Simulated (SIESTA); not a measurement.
Crystal: GaSb.

```
CELL_PARAMETERS angstrom
0.00000 3.05900 3.05900
3.05900 0.00000 3.05900
3.05900 3.05900 0.00000
ATOMIC_POSITIONS crystal
Sb 0.75000 0.75000 0.75000
Ga 0.00000 0.00000 0.00000
```

Base run:

```yaml
Program: SIESTA 5.4.2
Functional: PBE
Potentials_or_basis: PseudoDojo 0.4 standard (PBE files)
Basis: SZ (energy shift 0.002 Ry; radii capped at 9.5 bohr)
Grid_cutoff: 800 Ry
Energy_shift: 0.002 Ry
k_mesh: 8 × 8 × 8
Occupations: fermi-dirac, width 0.05 eV
Spin: no spin polarisation
```

Its results: band gap on the k mesh 0.18 eV, direct; pressure 5.9 GPa.

Task: After a change of settings the same cell gave: band gap on the k mesh none (metal or under the smearing width); pressure 3.7 GPa. Which change was it?
A. basis from SZ (energy shift 0.002 Ry; radii capped at 9.5 bohr) to DZP (energy shift 0.003 Ry; two zetas on semicore shells); energy shift from 0.002 Ry to 0.003 Ry
B. basis from SZ (energy shift 0.002 Ry; radii capped at 9.5 bohr) to DZ (energy shift 0.003 Ry; two zetas on semicore shells); energy shift from 0.002 Ry to 0.003 Ry
C. basis from SZ (energy shift 0.002 Ry; radii capped at 9.5 bohr) to DZ (energy shift 0.002 Ry; radii capped at 9.5 bohr)
D. functional from PBE to BLYP; basis from SZ (energy shift 0.002 Ry; radii capped at 9.5 bohr) to DZP (energy shift 0.002 Ry; radii capped at 9.5 bohr)

Result: C.

Caveats: the basis has no polarisation orbitals; the basis of atomic orbitals isn't converged, which shifts pressures, moduli and gaps; spin-orbit coupling is left out, which moves the levels of the heavy elements (some runs); semicore shells carry a single zeta, which can move pressures by several GPa and volumes by a few percent (some runs).

Not every run made on this cell is shown here.
